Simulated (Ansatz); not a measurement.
## HfB: enthalpy against pressure

HfB, Fm-3m, a = 4.834 Å. The structure is a COD entry; whether it is the stable form wasn't checked. Ansatz: PBE, PAW, 420 eV, Γ-centred 16×16×16 mesh on 2 atoms, Gaussian smearing 0.10 eV; no spin polarisation. Cell and atoms are relaxed at each pressure, and no other structure is tried, so the rows at high pressure may lie past a change of phase. y is the enthalpy over the state at zero pressure; there V0 = 14.118 Å³/atom. The pressures are the targets, met within 0.07 GPa.

```tsv
P (GPa)	y (eV/atom)
-3.0	-0.2667
0.0	0.0000
3.0	0.2621
8.0	0.6894
15.0	1.2702
30.0	?
60.0	4.6551
```

Problem. Fit y = c1 P + c2 P² + c3 P³ to the other rows, say what c1 and c2 mean, and predict the missing value.

Solution. Least squares on the rows shown. y = 0.088090 P − 0.00024529 P² + 1.1700×10⁻⁶ P³. Since dH/dP = V, c1 is V0: 0.088090 eV/GPa × 160.2 = 14.112 Å³ against 14.118; c2 = −V0/(2B0) gives B0 = 180 GPa, where a Birch–Murnaghan fit to the volumes of the same runs (not shown) gives 170 GPa: a cubic over this range folds the higher terms into c2. At P = 30.0 the fit asked for gives 2.4535 eV/atom. The run gave 2.4575 eV/atom, so the fit is 0.0040 eV/atom too low, 0.081 % of the span of the series, against an rms of 0.0001 eV/atom on the fitted rows. With a term in P⁴ added, a fit to the same known rows predicts 2.4587 eV/atom, so most of the miss is curvature that the known rows already hold.

Spin–orbit coupling is left out, which can shift energies with elements as heavy as these.